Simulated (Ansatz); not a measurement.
# Gd

```
Gd
1.0
     0.00000    3.49485    3.49485
     3.49485    0.00000    3.49485
     3.49485    3.49485    0.00000
Gd
2
Cartesian
  0.0000 0.0000 0.0000
  1.7474 1.7474 1.7474
```

Atoms are numbered in the order listed.

Conventional cell: a = 6.990 Å, b = 6.990 Å, c = 6.990 Å, α = 90.00°, β = 90.00°, γ = 90.00°. Gd (atom 1) has 4 Gd at 3.03 Å as nearest neighbours.

The cell was built from the diamond type and relaxed in the same program, and has space group Fd-3m; it needn't be a known or the stable phase.

Semilocal functionals without a Hubbard term describe localised f shells poorly; where the shell is localised, the real material differs.

Runs of this kind can end on a higher state of the open shell or of the magnetic order, so this needn't be the ground state of the method.

Spin–orbit coupling is left out, though it moves levels of the heavy atoms by tenths of an eV or more.

Method: DFT, PBE, all-electron LAPW, scalar-relativistic in Ansatz 0.2.0.

The runs use a Γ-centred 9×9×9 k mesh, Fermi–Dirac smearing of 0.03 eV, basis error target 0.5 meV/atom, spin-polarised from start moments Gd1 7, Gd2 7 μB.

```
Band gap                                          : none: bands cross the Fermi level, a metal
Moment of the cell                                : 15.32 μB
Moments in the spheres                            : Gd1 7.32 μB
Density of states at the Fermi level (0.2 eV bin) : 6.21 states/eV per cell
Volume per atom                                   : 42.69 Å³
Pressure at this cell                             : 0.01 GPa
```
